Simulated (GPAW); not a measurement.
A run of GPAW 26.7.0 is set up as follows.

run.py

```python
from ase import Atoms
from ase.dft.bandgap import bandgap
from ase.io import write
from ase.units import GPa
from gpaw import GPAW, PW

atoms = Atoms(['Se', 'Zn'],
              cell=[[0.0, 2.8338, 2.8338],
                    [2.8338, 0.0, 2.8338],
                    [2.8338, 2.8338, 0.0]],
              scaled_positions=[[0.75, 0.75, 0.75],
                                [0.0, 0.0, 0.0]],
              pbc=True)

calc = GPAW(mode=PW(600),
            xc='PBE',
            kpts={'size': (8, 8, 8), 'gamma': True},
            occupations={'name': 'methfessel-paxton', 'order': 0, 'width': 0.023},
            nbands=18,
            convergence={'density': 1e-05, 'energy': 1e-05},
            maxiter=150,
            txt='gpaw.txt')
atoms.calc = calc
energy = atoms.get_potential_energy()
forces = atoms.get_forces()
stress = atoms.get_stress()
calc.write('gs.gpw')
write('result.traj', atoms)
print(f'Energy: {energy:.6f} eV')
print('Forces (eV/A):')
print(forces.round(4))
print('Stress (GPa):', (stress / GPa).round(3))
print('Fermi level:', round(calc.get_fermi_level(), 4), 'eV')
print(f'Gap: {bandgap(calc)[0]:.4f} eV, direct: {bandgap(calc, direct=True)[0]:.4f} eV')
```

Potentials or basis: GPAW PAW data sets (gpaw-data 1.2.1), pw.

Run with:

```sh
$ OMP_NUM_THREADS=1 python run.py
```

Task: Predict the pressure.

Result: 2.1 GPa.

Task: Predict the band gap on the k mesh.

Result: 1.30 eV, direct.

**Experimental background.**

From “Alloy Disordering Effects on the Thermal Conductivity and Energy Gap Temperature Dependence of Cd1−xZnxSe Ternary Crystals Grown by the Bridgman Method”, 2023, pmc:10253836, for a bulk crystal of ZnSe at 300 K: band gap 2.695 ± 0.003 eV (an exciton energy, a little under the gap).

Against the measured gap of ZnSe, 2.695 eV (an exciton energy, a little under the gap; 300 K; “Alloy Disordering Effects on the Thermal Conductivity and Energy Gap Temperature Dependence of Cd1−xZnxSe Ternary Crystals Grown by the Bridgman Method”, 2023, pmc:10253836), the calculated 1.30 eV is off by -1.40 eV. So large a miss can be the level of theory's own, or it may mean another phase, state or a wrong row. Spin-orbit coupling on Se is left out. The value is that of PBE, without temperature or zero-point motion. Semilocal functionals fall short of measured gaps as a rule.
